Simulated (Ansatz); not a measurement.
Zn:

```
Zn
1.0
     0.00000    1.96478    1.96478
     1.96478    0.00000    1.96478
     1.96478    1.96478    0.00000
Zn
1
Direct
  0.00000 0.00000 0.00000
```

This isn't the form of Zn at room conditions, which is hcp.

Base run:

```yaml
Program: Ansatz 0.2.0
Functional: BLYP
Potentials_or_basis: Ansatz PAW
Cutoff: "420 eV (not typed: the program's choice for these potentials)"
k_mesh: 12 × 12 × 12
Occupations: fermi-dirac, width 0.05 eV
Spin: no spin polarisation
```

Its results: band gap on the k mesh none (metal or under the smearing width); pressure 6.0 GPa.

**Question.** After a change of settings the same cell gave: band gap on the k mesh none (metal or under the smearing width); pressure -0.2 GPa. Which change was it?
A. functional from BLYP to PBE
B. functional from BLYP to r2SCAN; cutoff from 420 eV (not typed: the program's choice for these potentials) to 500 eV (not typed: the program's choice for these potentials)
C. functional from BLYP to revPBE
D. functional from BLYP to RPBE

**Answer.** A.

PBE binds more tightly than BLYP, so the same cell stands under less pressure.

Caveats: the PAW data sets come from PBE, with cores solved anew for the run's functional, which leaves a small shift of forces and pressure (some runs).
